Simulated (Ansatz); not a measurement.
# TiAl3 in Ansatz: the effect of target pressure

The system is TiAl3.

```
Ti Al
1.0
     2.83968    0.00000    0.00000
     0.00000    4.68126    0.00000
     0.00000    0.00000    4.90074
Ti Al
1 3
Direct
  0.00000 0.50000 0.16592
  0.00000 0.00000 0.83590
  0.50000 0.00000 0.33091
  0.50000 0.50000 0.66727
```

The cell comes from a database or a generator and needn't be the stable form of this composition.

Alike in all runs:

```yaml
Program: Ansatz 0.2.0
Task: relaxation of cell and atoms
Functional: PBEsol
Potentials_or_basis: Ansatz PAW
Cutoff: "420 eV (not typed: the program's choice for these potentials)"
k_mesh: 9 × 6 × 6
Occupations: fermi-dirac, width 0.05 eV
Spin: no spin polarisation
```

Each run relaxes the cell or the atoms first.

```csv
target pressure,relaxed volume (Å³/atom)
0 GPa,15.90
2 GPa,15.61
5 GPa,15.22
10 GPa,14.65
20 GPa,?
30 GPa,13.08
```

Q: What does the run with target pressure 20 GPa give?

A: Relaxed volume 13.77 Å³/atom.

Worked out: In Murnaghan's law V^(-B') rises as a straight line in P. The other rows fit best with B' = 3.7, V0 = 15.90 Å³/atom and B0 = 105 GPa, which gives 13.76 Å³/atom at 20 GPa, against the run's 13.77.

Caveats: the plane-wave basis is chosen anew once the cell has moved, so the energies of steps on either side of that aren't comparable; the PAW data sets come from PBE, with cores solved anew for the run's functional, which leaves a small shift of forces and pressure; the volume moved by over 15 % at a fixed basis, so the end points are rough (some runs).
